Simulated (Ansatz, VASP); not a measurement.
This is a calculation of Eu for Ansatz 0.2.0. 

input.yaml

```yaml
crystal:
  lattice:
    - [-2.303, 2.303, 2.303]
    - [2.303, -2.303, 2.303]
    - [2.303, 2.303, -2.303]
  atoms:
    - { symbol: Eu, position: [0.0, 0.0, 0.0], spin: 7.0 }
hamiltonian:
  xc: pbe
  pseudopotentials: { kind: paw }
magnetization:
  spin_polarized: true
kpoints:
  mp_grid: { grid: [8, 8, 8] }
scf:
  occupations: { method: gaussian, width: 0.05 }
output:
  forces: true
  stress: true
  eigenvalues: true
```

Potentials or basis: Ansatz PAW.

Launch:

```sh
$ ansatz run input.yaml --threads 1 --pin off --max-ram 3584MiB --backend cpu --events-out ev --progress --plain --runs-dir out
```

**Question.** What does the same run look like in VASP 6.6.1? Potentials or basis there: PBE PAW files Eu, 520 eV.

**Answer.** As run (cutoffs and basis follow the program's own potentials, and thresholds, step limits or extra output files can differ):

The input INCAR:

```
  ALGO = Normal
  EDIFF = 1E-6
  ENCUT = 520
  GGA = PE
  ISIF = 2
  ISMEAR = 0
  ISPIN = 2
  LASPH = True
  LCHARG = False
  LMAXMIX = 6
  LORBIT = 11
  LREAL = False
  LWAVE = False
  MAGMOM = 7
  NELM = 120
  PREC = Accurate
  SIGMA = 0.05
```

KPOINTS

```
k-points
0
Gamma
  8 8 8
```

The input POSCAR:

```
Eu
1.0
   -2.3030000000      2.3030000000      2.3030000000
    2.3030000000     -2.3030000000      2.3030000000
    2.3030000000      2.3030000000     -2.3030000000
Eu
1
Cartesian
    0.0000000000      0.0000000000      0.0000000000
```

Potentials or basis: VASP PAW PBE potentials, release 64 (Eu).

Command:

```sh
$ cat potpaw_PBE.64/Eu/POTCAR > POTCAR
$ mpirun -np 1 vasp_std > vasp.out
```

Both were run:

|  | Ansatz | VASP |
| --- | --- | --- |
| Pressure | -1.6 GPa | -1.8 GPa |
| Net moment | 7.38 μB per cell | 7.37 μB per cell |

Ansatz's pressure holds a Pulay term of +0.07 GPa for its cutoff of 420 eV, which the other run lacks.

Where Ansatz's input types no cutoff or centring, it takes its own default and a Γ-centred mesh.

The magnetic state is the one that the start led to; the real crystal's order can differ.

Pressure is positive in compression.
